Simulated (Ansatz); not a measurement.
# MoS2 (R-3m): one cell under locks on the spin (series 2), part 3 of 3

Task: run MoS2 (R-3m) at one cell with the spin set up in several ways. Cell and atoms stay fixed.

Ansatz 0.2.0; DFT r²SCAN+U (U_eff = 1 eV on Mo d), plane waves, PAW. Earlier steps stand in the parts before.

### Step 6. Site moments held (series factor 0.95; the input gives the size)

The COD entry's cell or inner coordinates are ideal or old and differ from later refinements, so a difference from it is no clean test against experiment.

input.yaml

```yaml
crystal:
  lattice:
    - [1.58550029, 0.91538902, 6.11499825]
    - [-1.58550029, -0.91538902, 12.2299965]
    - [0.0, -3.66155608, 12.2299965]
  atoms:
    - { symbol: Mo, position: [0.0, 0.0, 0.0], spin: 1.9 }
    - { symbol: S, position: [0.75, 0.75, 0.0] }
    - { symbol: S, position: [0.25, 0.25, 0.0] }
    - { symbol: Mo, position: [0.0, 0.0, 0.5], spin: 1.9 }
    - { symbol: S, position: [0.75, 0.75, 0.5] }
    - { symbol: S, position: [0.25, 0.25, 0.5] }
basis:
  ecutwfc: 500
  ecutrho_ratio: 4
kpoints:
  mp_grid: { grid: [7, 7, 7] }
hamiltonian:
  xc: r2scan
  hubbard:
    sites:
      - { site: 0, l: d, u_eff: 1.0, starting_ns: [{ spin: up, occupation_matrix: s0up }, { spin: down, occupation_matrix: s0down }] }
      - { site: 3, l: d, u_eff: 1.0, starting_ns: [{ spin: up, occupation_matrix: s3up }, { spin: down, occupation_matrix: s3down }] }
    occupation_matrices:
      s0up:
        matrix:
          - [0.22275, -0.28131, -0.16268, -0.10672, -0.18578]
          - [-0.28131, 0.57109, -0.053, -0.044, 0.36872]
          - [-0.16268, -0.053, 0.63373, 0.4186, -0.04329]
          - [-0.10672, -0.044, 0.4186, 0.30563, -0.03477]
          - [-0.18578, 0.36872, -0.04329, -0.03477, 0.2668]
      s0down:
        matrix:
          - [0.02, 0.0, 0.0, 0.0, 0.0]
          - [0.0, 0.02, 0.0, 0.0, 0.0]
          - [0.0, 0.0, 0.02, 0.0, 0.0]
          - [0.0, 0.0, 0.0, 0.02, 0.0]
          - [0.0, 0.0, 0.0, 0.0, 0.02]
      s3up:
        matrix:
          - [0.22275, -0.28131, -0.16268, -0.10672, -0.18578]
          - [-0.28131, 0.57109, -0.053, -0.044, 0.36872]
          - [-0.16268, -0.053, 0.63373, 0.4186, -0.04329]
          - [-0.10672, -0.044, 0.4186, 0.30563, -0.03477]
          - [-0.18578, 0.36872, -0.04329, -0.03477, 0.2668]
      s3down:
        matrix:
          - [0.02, 0.0, 0.0, 0.0, 0.0]
          - [0.0, 0.02, 0.0, 0.0, 0.0]
          - [0.0, 0.0, 0.02, 0.0, 0.0]
          - [0.0, 0.0, 0.0, 0.02, 0.0]
          - [0.0, 0.0, 0.0, 0.0, 0.02]
    ns_hold: { iters: 8 }
scf:
  occupations: { method: gaussian, width: 0.05 }
  lower_state_search: "off"
  max_iter: 150
output:
  forces: true
  stress: true
  eigenvalues: true
  populations: true
  hubbard: { sites: [{ site: 0, l: d }, { site: 3, l: d }] }
magnetization:
  spin_polarized: true
  spin_locking: { lock_spins: true }
```

The typed matrices are held for 8 cycles. The lock stays on to the end, so the result is a constrained state.

Started as:

```console
$ ansatz run input.yaml --threads 8 --pin off --max-ram 12288MiB --backend cpu --events-out ev --progress --plain --runs-dir out
```

The log of the run:

```text
Warning: crystal.symmetry: narrowed to the stabiliser of the occupation matrices — unitary ops 8 → 4; lowered by the specified shells (site 0, l: d), (site 3, l: d); largest admitted image defect 2.2e-16, smallest excluded 1.1e-3 — at a rounding scale rather than a splitting's, so precision (not physics) most likely lowered the group: (i) a fixed point transcribed at too few decimals — re-emit the block at full precision (to 7 decimals or more, rounded to nearest) from a symmetrised source (a converged report's `n_mat` / `n_mat_spinor`) (of a frozen-density pass: in the run whose state it reads); (ii) an ideal-frame block (an integer orbital projector, an idealised texture) on a cell whose axes stand turned off the Cartesian frame, by the skew part of `crystal.lattice` components quoted to fewer than ~8 significant digits (a pasted vc-relax cell, a converted CIF) or by a rigid turn of the whole cell — no re-emission of the block helps: idealise the lattice (type its vectors, and each `position_ang` with them, on the ideal axes at full precision, or, with the positions in fractional coordinates, give it by lengths and angles where the standard orientation, in which the cell is then laid, is the block's frame; more digits alone cure only the first) (of a frozen-density pass: in the run whose state it reads); (iii) or the lowering is deliberate and this small, and then it is physics — the group the occupation matrices admit
[... 2 lines left out ...]
Warning: RAYON_NUM_THREADS=8 ignored (pool sized by the plan → 8); use --threads N
basis.fft_grid_basis auto: the FFT boxes are laid along the combinations [[1, 0, 0], [0, 1, -1], [-2, 1, 0]] of the cell's own vectors, 6.383, 3.171 and 5.492 Å long. The dense box has 48×24×45 points. Along the cell's own vectors, as sized, it would have 48×96×96, 8.53 times as many. Of the 8 symmetry operations that the crystal satisfies within crystal.symmetry.tolerance (time reversal apart; of a slab, those that keep its plane) the dense box along the cell's own vectors carries 8, and the one as laid loses 4 of those. basis.fft_grid_basis: typed keeps the cell's own vectors: state it where this run's energies or levels are differenced outside the engine with another run's, or held beside a run that keeps those vectors.
Mo: projections on atomic orbitals take those of the free atom [Ar 3d10] 4s2 4p6 4d5 5s1, of charge +0.00 (hamiltonian.pseudopotentials.projection_atoms); the dataset's partial waves leave at most 6.0e-6 of an orbital's norm unspanned inside its sphere
S: projections on atomic orbitals take those of the free atom [Ne] 3s2 3p4, of charge +0.00 (hamiltonian.pseudopotentials.projection_atoms); the dataset's partial waves leave at most 1.6e-7 of an orbital's norm unspanned inside its sphere
Engine: ansatz 0.2.0, aarch64-unknown-linux-gnu
Pseudopotentials: kind: paw
Pseudopotential: Mo, paw, valence charge 14, recommended cutoff 500 eV (meta_gga), Mo.paw.azcp
Pseudopotential: S, paw, valence charge 6, recommended cutoff 500 eV (meta_gga), S.paw.azcp
Functional definition: r2SCAN
  parameter k0 = 0.174
  parameter k1 = 0.065
  parameter a1 = 4.9479
  exchange = r2scan_x(k0 = k0, k1 = k1, a1 = a1)
  correlation = r2scan_c
Crystal: 6 atoms, lattice volume = 106.500 Å³
Basis set: ecut = 500 eV, 2711 PW (Γ), FFT grids on a1, a2−a3, −2a1+a2, exchange–correlation on 192×96×180 points (64 copies of the dense FFT grid, shifted against one another)
Bands: 34, of which v1, the nominal top of the filled ones, is band 26 counted from 1 (25 counted from 0)
Symmetry: 4 space group operations
k-points: 172 of 343
Non-local potential: Mo, projectors of the file, l = 0: 3, l = 1: 2, l = 2: 2, l = 3: 1
Non-local potential: S, projectors of the file, l = 0: 2, l = 1: 2, l = 2: 2
PAW form: soft (Blöchl's): semilocal exchange-correlation on the pseudo side does not see the compensation charge
PAW frozen core: Mo, regenerated for the run's functional (the file was generated under x = pbe(κ = 0.804, μ = 0.2195149727645171), c = pbe(β = 0.06672455060314922))
PAW frozen core: S, regenerated for the run's functional (the file was generated under x = pbe(κ = 0.804, μ = 0.2195149727645171), c = pbe(β = 0.06672455060314922))
PAW one-centre angular grid: Mo, 590 points (default); XC on 160 Gauss nodes
PAW one-centre angular grid: S, 302 points (default); XC on 160 Gauss nodes
Initial density: superposition of atomic densities (chi_scale 0.1, normalization cell)
Starting moments: Σ|m| = 3.8 μB on 2 of 6 sites
Initial wavefunctions: pseudopotential atomic-orbital guess
Functional: x = r2scan, c = r2scan; τ floored in thin density (d = 2e-4 eV/Å³)
β_m capped at β=0.300: a per-site magnetisation constraint targets a mode the q=0 Stoner enhancement cannot protect. Set scf.mixing.beta_mag explicitly to override; under scf.mixing.algorithm: auto the key also asks for broyden.
SCF iter   1: F=-13546.777264 eV  HF=-13559.287662 eV  |F-HF|=1.25e1  |Δ(HF+E_count)|=         —  Δρ=6.74e-2 (↑6.74e-2 ↓3.90e-2)  dr2=1.56e1  dr2_τ=2.37e-1  dr2_m=8.57e-1  M=2.692 μB ∫|m|=3.031 μB  β_m=0.30  ethr=3.10e-3  ⟨swp⟩=7.4  Hψ=53348  notcnv=0
preconditioner: auto → Kerker (q_TF=auto, 2.421 Å⁻¹)  [metal: Δε(μ)=0.006 eV  Ē_g=9.700 eV  σ=0.050 eV  W_gap=0.06  n_scr=30 (ndim 8)  ℏωp=21.6 eV  f_vac=0.002  D(μ)=2.21/eV (n_scr^D=8)]
spin=Collinear: Kerker preconditioning applied to the charge; magnetization (m = ρ↑ − ρ↓) channel mixes plain (no charge-response kernel on spin).
SCF iter   2: F=-13554.722142 eV  HF=-13557.421407 eV  |F-HF|=2.70e0  |Δ(HF+E_count)|=    1.87e0  Δρ=3.29e-2 (↑3.29e-2 ↓2.87e-2)  dr2=4.05e0  dr2_τ=4.99e-2  dr2_m=2.69e-1  M=3.190 μB ∫|m|=3.692 μB  β_m=0.30  ethr=3.10e-3  ⟨swp⟩=3.3  Hψ=26515  notcnv=0  defer=796  κ⁻¹=1.0e0(r=1)
SCF iter   3: F=-13557.155345 eV  HF=-13557.259682 eV  |F-HF|=1.04e-1  |Δ(HF+E_count)|=   1.62e-1  Δρ=1.59e-2 (↑1.59e-2 ↓1.53e-2)  dr2=5.62e-1  dr2_τ=1.66e-2  dr2_m=1.37e-1  M=3.482 μB ∫|m|=4.507 μB  β_m=0.30  ethr=3.10e-3  ⟨swp⟩=2.9  Hψ=21701  notcnv=0  defer=795  κ⁻¹=3.4e-2(r=2)
SCF iter   4: F=-13557.163653 eV  HF=-13557.117426 eV  |F-HF|=4.62e-2  |Δ(HF+E_count)|=   1.42e-1  Δρ=1.31e-2 (↑1.05e-2 ↓1.31e-2)  dr2=2.52e-1  dr2_τ=3.91e-3  dr2_m=7.07e-2  M=3.417 μB ∫|m|=4.407 μB  β_m=0.30  ethr=1.08e-3  ⟨swp⟩=2.0  Hψ=14634  notcnv=0  defer=743  κ⁻¹=2.9e-3(r=3)
SCF iter   5: F=-13556.943742 eV  HF=-13556.967436 eV  |F-HF|=2.37e-2  |Δ(HF+E_count)|=   1.50e-1  Δρ=3.43e-3 (↑2.02e-3 ↓3.43e-3)  dr2=3.93e-2  dr2_τ=8.74e-4  dr2_m=2.84e-3  M=3.388 μB ∫|m|=4.559 μB  β_m=0.30  ethr=4.85e-4  ⟨swp⟩=3.0  Hψ=23299  notcnv=0  defer=770  κ⁻¹=3.7e-4(r=4)
SCF iter   6: F=-13556.980739 eV  HF=-13556.985228 eV  |F-HF|=4.49e-3  |Δ(HF+E_count)|=   1.78e-2  Δρ=2.00e-3 (↑1.64e-3 ↓2.00e-3)  dr2=1.35e-2  dr2_τ=7.50e-5  dr2_m=1.55e-3  M=3.403 μB ∫|m|=4.553 μB  β_m=0.30  ethr=7.55e-5  ⟨swp⟩=1.6  Hψ=13850  notcnv=0  defer=763  κ⁻¹=1.4e-4(r=5)
SCF iter   7: F=-13557.014439 eV  HF=-13557.015298 eV  |F-HF|=8.59e-4  |Δ(HF+E_count)|=   3.01e-2  Δρ=8.61e-4 (↑8.30e-4 ↓8.61e-4)  dr2=4.12e-3  dr2_τ=1.89e-5  dr2_m=1.74e-4  M=3.433 μB ∫|m|=4.584 μB  β_m=0.30  ethr=2.59e-5  ⟨swp⟩=1.3  Hψ=11620  notcnv=0  defer=763  κ⁻¹=4.8e-5(r=6)
SCF iter   8: F=-13557.036531 eV  HF=-13557.036723 eV  |F-HF|=1.92e-4  |Δ(HF+E_count)|=   2.14e-2  Δρ=7.95e-4 (↑5.82e-4 ↓7.95e-4)  dr2=1.21e-3  dr2_τ=1.58e-5  dr2_m=2.81e-4  M=3.455 μB ∫|m|=4.602 μB  β_m=0.30  ethr=7.93e-6  ⟨swp⟩=2.2  Hψ=17686  notcnv=0  defer=763  κ⁻¹=8.1e-6(r=7)
SCF iter   9: F=-13557.018815 eV  HF=-13557.018799 eV  |F-HF|=1.63e-5  |Δ(HF+E_count)|=   1.79e-2  Δρ=3.29e-4 (↑2.85e-4 ↓3.29e-4)  dr2=2.47e-4  dr2_τ=3.89e-6  dr2_m=4.11e-5  M=3.444 μB ∫|m|=4.590 μB  β_m=0.30  ethr=2.33e-6  ⟨swp⟩=2.0  Hψ=17111  notcnv=0  defer=763  κ⁻¹=8.1e-6(r=8)
Mixer restart at iter 9: flushing history
[... 12 lines left out ...]
Constraint outer step 1 at iter 21: max|Δm| = 4.18e-1 μB  λ_eff = 1.000 eV/μB²  [c0 t0: gradient δμ = -8.363e-1 eV/μB]
[... 7 lines left out ...]
Constraint outer step 2 at iter 27: max|Δm| = 1.58e-1 μB  λ_eff = 1.000 eV/μB²  [c0 t0: secant δμ = -5.102e-1 eV/μB]
[... 7 lines left out ...]
Constraint outer step 3 at iter 33: max|Δm| = 2.31e-2 μB  λ_eff = 1.000 eV/μB²  [c0 t0: secant δμ = -8.730e-2 eV/μB]
[... 1 line left out ...]
SCF iter  34: F=-13557.746948 eV  HF=-13557.747970 eV  |F-HF|=1.02e-3  |Δ(HF+E_count)|=         —  Δρ=1.62e-3 (↑1.62e-3 ↓5.60e-4)  dr2=2.37e-3  dr2_τ=1.95e-4  dr2_m=1.11e-3  M=3.998 μB ∫|m|=6.176 μB  β_m=0.30  ethr=4.50e-8  ⟨swp⟩=3.9  Hψ=29255  notcnv=0  defer=719
SCF iter  35: F=-13557.723395 eV  HF=-13557.723175 eV  |F-HF|=2.20e-4  |Δ(HF+E_count)|=   2.48e-2  Δρ=7.96e-4 (↑7.96e-4 ↓4.38e-4)  dr2=2.93e-4  dr2_τ=1.42e-5  dr2_m=3.44e-4  M=3.998 μB ∫|m|=6.165 μB  β_m=0.30  ethr=4.56e-6  ⟨swp⟩=1.7  Hψ=13179  notcnv=0  defer=719  κ⁻¹=1.0e0(r=1)
SCF iter  36: F=-13557.704076 eV  HF=-13557.703982 eV  |F-HF|=9.45e-5  |Δ(HF+E_count)|=   1.92e-2  Δρ=2.73e-4 (↑2.73e-4 ↓2.69e-4)  dr2=3.89e-5  dr2_τ=8.72e-7  dr2_m=6.09e-5  M=3.997 μB ∫|m|=6.161 μB  β_m=0.30  ethr=5.63e-7  ⟨swp⟩=1.8  Hψ=16042  notcnv=0  defer=719  κ⁻¹=5.5e-2(r=2)
SCF iter  37: F=-13557.696529 eV  HF=-13557.696502 eV  |F-HF|=2.71e-5  |Δ(HF+E_count)|=   7.48e-3  Δρ=1.67e-4 (↑1.49e-4 ↓1.67e-4)  dr2=2.75e-5  dr2_τ=2.71e-7  dr2_m=1.92e-5  M=3.997 μB ∫|m|=6.162 μB  β_m=0.30  ethr=7.48e-8  ⟨swp⟩=2.2  Hψ=18855  notcnv=0  defer=719  κ⁻¹=3.9e-3(r=3)
SCF iter  38: F=-13557.686800 eV  HF=-13557.686800 eV  |F-HF|=6.71e-7  |Δ(HF+E_count)|=   9.70e-3  Δρ=4.22e-5 (↑4.22e-5 ↓3.66e-5)  dr2=3.20e-6  dr2_τ=3.18e-8  dr2_m=9.78e-7  M=3.997 μB ∫|m|=6.166 μB  β_m=0.30  ethr=5.29e-8  ⟨swp⟩=2.0  Hψ=19753  notcnv=0  defer=719  κ⁻¹=6.1e-5(r=4)
SCF iter  39: F=-13557.687372 eV  HF=-13557.687372 eV  |F-HF|=1.78e-7  |Δ(HF+E_count)|=   5.73e-4  Δρ=1.98e-5 (↑1.98e-5 ↓1.43e-5)  dr2=1.34e-6  dr2_τ=1.10e-8  dr2_m=1.40e-7  M=3.997 μB ∫|m|=6.167 μB  β_m=0.30  ethr=6.15e-9  ⟨swp⟩=2.3  Hψ=18482  notcnv=0  defer=719  κ⁻¹=4.4e-5(r=5)
SCF iter  40: F=-13557.687459 eV  HF=-13557.687459 eV  |F-HF|=1.93e-8  |Δ(HF+E_count)|=   8.72e-5  Δρ=9.54e-6 (↑8.93e-6 ↓9.54e-6)  dr2=2.54e-7  dr2_τ=2.70e-9  dr2_m=5.81e-8  M=3.997 μB ∫|m|=6.169 μB  β_m=0.30  ethr=2.58e-9  ⟨swp⟩=2.0  Hψ=19319  notcnv=0  defer=719  κ⁻¹=5.5e-6(r=6)
iter 41 did not close the SCF: its close was put off for a magnetic moment that had not settled (scf_convergence_deferred on its scf_iter line)
SCF iter  41: F=-13557.687467 eV  HF=-13557.687467 eV  |F-HF|=2.34e-8  |Δ(HF+E_count)|=   7.20e-6  Δρ=5.28e-6 (↑5.28e-6 ↓4.50e-6)  dr2=5.74e-8  dr2_τ=9.53e-10  dr2_m=1.53e-8  M=3.997 μB ∫|m|=6.168 μB  β_m=0.30  ethr=1.92e-10  ⟨swp⟩=7.8  Hψ=47069  notcnv=0  κ⁻¹=2.6e-6(r=7)
SCF iter  42: F=-13557.687526 eV  HF=-13557.687526 eV  |F-HF|=3.13e-9  |Δ(HF+E_count)|=   5.96e-5  Δρ=2.00e-6 (↑2.00e-6 ↓1.53e-6)  dr2=6.25e-9  dr2_τ=1.32e-10  dr2_m=1.48e-9  M=3.997 μB ∫|m|=6.168 μB  ethr=1.10e-10  ⟨swp⟩=2.0  Hψ=39460  notcnv=0
WARN: hamiltonian.hubbard: on 2 of 4 specified blocks the occupation matrix of this SCF's result fails the test of the specified filling. At site 0 ↑ (sites count from 0 in the list of atoms of the cell that this SCF solves) the least filled combination of the orbitals specified full has occupation 0.820, and the fullest combination of the orbitals specified empty has occupation 0.809; the filling counts as kept where the first is at least 0.75 and exceeds the second by more than 0.25. The same holds at site 3 ↑. The state of this SCF's result may not hold the specified filling, though these bounds can also misjudge a state that does. This warning does not say which state is lower in energy, or whether the specified filling is a self-consistent state at all; see hamiltonian.hubbard.sites[].starting_ns, Limitations, and scf.initial_density.shell_occupations in the input reference
SCF 1 converged in 42 iterations: F = -13557.687526 eV  dr2 = 6.25e-9
this state was not tested for a lower state beside it, because a magnetisation constraint still acts at the end of the SCF (magnetization_constraint; see scf.lower_state_search)
SCF converged after 42 iterations
the last check of whether an eigenvalue changes by more than its tolerance under the output density was not made (magnetization_constraint)
Magnetization: 3.9969 μB (27.9984 up, 24.0016 down)
Absolute magnetization: 6.1694 μB (∫|ρ↑−ρ↓|, with the PAW one-centre terms)
Spin contamination: 0.7556 ħ² per cell (⟨S²⟩ above its minimum at these occupations)
Per-site moments (μB) at R_I (Å): [(1.8973799057242229, 0.9838642515954285), (-0.20829151332608947, 0.9838642515954288), (-0.20829151332608928, 0.9838642515954285), (1.8973799057242227, 0.9838642515954285), (-0.20829151332608947, 0.9838642515954288), (-0.20829151332608928, 0.9838642515954285)]
--- Magnetisation constraints (ε_frz = 1.0e-4 eV) ---
  site  kind      target   achieved (μB)  |Δ|max (μB)  g (eV/μB)  λ_eff  esc  ok   flags
  0     per_site  +1.9000  +1.8974        2.62e-3      -1.44e0    1.000  0    yes
  3     per_site  +1.9000  +1.8974        2.62e-3      -1.44e0    1.000  0    yes
Free energy (F): -13557.687526 eV
Harris-Foulkes:  -13557.687526 eV  (|F-HF|=3.13e-9)
Internal energy: -13557.683357 eV  (E = F + TS)
E sigma→0 (E₀):  -13557.685442 eV
Entropy (-TS):   -0.004169 eV (-0.695 meV/atom)
Fermi energy:    10.741133 eV
--- Per-component energies (eV) ---
  E_band       = -339.658651
  E_kinetic    = 1328.694710
  E_local      = -3976.384723  (includes V_loc(G=0)·N_el)
  E_nonlocal   = 406.984577
  E_hartree    = 1534.695560
  E_xc         = -730.020098
  E_vxc        = -898.392913  (∫ρ·V_xc dr)
  E_hubbard    = 1.724335  (on-site DFT+U / exact-exchange correction)
  E_vhub       = -1.518974  (the Hubbard potential's part of the band-sum identity)
  E_paw        = -8876.616125  (= ΣΔE_a)
  E_vpaw       = -314.717240  (= ΣTr[D̂ρ^β])
  E_aug_tail   = 0.000016  (compensation charges beyond the density's cutoff)
  E_vtau       = 51.742897  (kinetic-family band-sum trace: ∫τ·v_τ [+ j·A + Jᵃ·Aᵃ] dr)
  E_constr_dc  = -5.460815  (∫m·b dr)
  E_ewald      = -3245.880119
  E_core_change = -0.881474  (= ΣΔE_core)
  E_smearing   = -0.004169  (= −TS)
  E_closure    = -0.000015  (closes the sum)
  E_penalty    = 0.007542  (constraint; not in F)
  Σ components = -13557.687526   (vs F -13557.687526, Δ=0.00e0)
--- Specified on-site occupations, and those of the state reported ---
  electrons in the specified blocks: 4.2000 specified, 9.9353 found
  site 0 (l=d) ↑: largest change of an orbital's occupation 0.7929; electrons 2.0000 specified, 3.7444 found; spectral distance 1.1041
  site 3 (l=d) ↑: largest change of an orbital's occupation 0.7929; electrons 2.0000 specified, 3.7444 found; spectral distance 1.1041
  site 0 (l=d) ↓: largest change of an orbital's occupation 0.3374; electrons 0.1000 specified, 1.2233 found; spectral distance 0.5429
  site 3 (l=d) ↓: largest change of an orbital's occupation 0.3374; electrons 0.1000 specified, 1.2233 found; spectral distance 0.5429
--- Forces (eV/Å), atoms counted from 1 ---
  atom   1  Mo     0.00000000     0.00000000    -0.00000000
  atom   2  S      0.00464677     0.00269270     1.40638643
  atom   3  S     -0.00464677    -0.00269270    -1.40638643
  atom   4  Mo     0.00000000    -0.00000000    -0.00000000
  atom   5  S      0.00464677     0.00269270     1.40638643
  atom   6  S     -0.00464677    -0.00269270    -1.40638643
  max |Σ_I F_I| component: 0.00e0 eV/Å
--- Stress (GPa, compression-positive) ---
       27.783225      -0.181471       0.066068
       -0.181471      27.992522       0.038234
        0.066069       0.038224      13.460558
  P = ⅓ Tr σ = 23.0788 GPa (230.788 kbar)
--- Band table (eV; the first three rows and the last of 344) ---
[... 4 lines left out ...]
Occupation matrices written to <dir>
--- Löwdin populations: 6 sites ---
  site symbol       q [e]    m [muB]
     0     Mo     13.4642     2.5636
     1      S      6.1777    -0.2928
     2      S      6.1777    -0.2928
     3     Mo     13.4642     2.5636
     4      S      6.1777    -0.2928
     5      S      6.1777    -0.2928
  spilling = 0.006937 (of n_electrons = 52.000000)
--- Occupation matrices: 2 shells (run DFT+U table (all-electron-ortho-atomic); ε = 2.96e-3) ---
  Mo0 d_4D: site group D3d (-3m); on the run's cell C2h (2/m)
  Mo0 d_4D up     Tr n = 3.7444  λ = 0.587 0.588 0.772 0.897 0.901  [2× yz 0.38 Eg(1.00)/Ag(0.50) | z2 1.00 A1g(1.00)/Ag(1.00) | xy 0.56 Eg(1.00)/Ag(1.00) | x2-y2 0.56 Eg(1.00)/Bg(1.00)]
  Mo0 d_4D dn     Tr n = 1.2233  λ = 0.168 0.169 0.172 0.357 0.357  [3× z2 0.33 Eg(0.67)/Ag(0.67) | 2× yz 0.36 Eg(1.00)/Ag(0.50)]
  specified occupation → Mo0 d_4D up: matrix, ‖Δ‖_F = 1.2151, Tr Δ = -1.7444, displaced = 1.1845, d_λ = 1.1041; orbital distance = 1.0704
  specified occupation → Mo0 d_4D dn: matrix, ‖Δ‖_F = 0.5429, Tr Δ = -1.1233, displaced = 0.5617, d_λ = 0.5429; orbital distance = 0.0000
  Mo3 d_4D: site group D3d (-3m); on the run's cell C2h (2/m)
  Mo3 d_4D up     Tr n = 3.7444  λ = 0.587 0.588 0.772 0.897 0.901  [2× yz 0.38 Eg(1.00)/Ag(0.50) | z2 1.00 A1g(1.00)/Ag(1.00) | xy 0.56 Eg(1.00)/Ag(1.00) | x2-y2 0.56 Eg(1.00)/Bg(1.00)]
  Mo3 d_4D dn     Tr n = 1.2233  λ = 0.168 0.169 0.172 0.357 0.357  [3× z2 0.33 Eg(0.67)/Ag(0.67) | 2× yz 0.36 Eg(1.00)/Ag(0.50)]
  specified occupation → Mo3 d_4D up: matrix, ‖Δ‖_F = 1.2151, Tr Δ = -1.7444, displaced = 1.1845, d_λ = 1.1041; orbital distance = 1.0704
  specified occupation → Mo3 d_4D dn: matrix, ‖Δ‖_F = 0.5429, Tr Δ = -1.1233, displaced = 0.5617, d_λ = 0.5429; orbital distance = 0.0000
  Tr n, λ and their labels are of the run-group-symmetrised matrices; stabiliser: 8 of 16 elements of G0×{1,Θ} (closed), max defect 4.5e-6 at τ = 6.3e-4
```

Wall time 3 min (8 threads of Arm Neoverse N1, shared host); peak memory 1.9 GiB.

Result: no gap, pressure 23.1 GPa, moments in spheres Mo 1.90; S -0.21 μB, largest force component 1.41 eV/Å, 4 symmetry operations imposed. The program reports that the typed filling wasn't kept.

The shells' filling, with natural orbitals sorted by occupation:

```tsv
shell	channel	electrons	over 0.8	0.2 to 0.8	under 0.2
Mo 4d (atom 1)	up	3.74	2	3	0
Mo 4d (atom 1)	down	1.22	0	2	3
```

### Step 7. The states in order of energy

This closing draws on all 3 parts.

Energies count from the lowest free state and have the smearing extrapolated to zero; for held moments they are taken at the target, with the constraint's term.

| start | energy (meV/atom) | gap (eV) | pressure (GPa) | largest moment (μB) | SCF cycles | time |
| --- | --- | --- | --- | --- | --- | --- |
| ferrimagnetic site moments held at first, then free | 0.0 | metal | 8.0 | 0.42 | 33 | 90 s |
| antiferromagnetic site moments held at first, then free (earlier series) | 0.0 | metal | 8.0 | 0.42 | 32 | 3 min |
| antiferromagnetic directions held [held] | 0.0 | metal | 8.0 | 0.42 | 26 | 2.8 min |
| total moment locked at zero, no site moments, 0.00 μB per cell [held] | 2.3 | metal | 7.1 | 0.00 | 8 | 15 s |
| total moment locked, 3.60 μB per cell [held] | 184.3 | metal | 14.3 | 1.02 | 32 | 2.2 min |
| site moments held (series factor 0.95; the input gives the size) [held] | 386.4 | metal | 23.1 | 1.90 | 42 | 3 min |

The 2 free runs end within about 1 meV/atom of each other. The lock of «antiferromagnetic directions held» costs nothing: that run ends at the energy of the lowest free state. The lowest state found need not be the ground state, and the geometry wasn't relaxed for any of them.
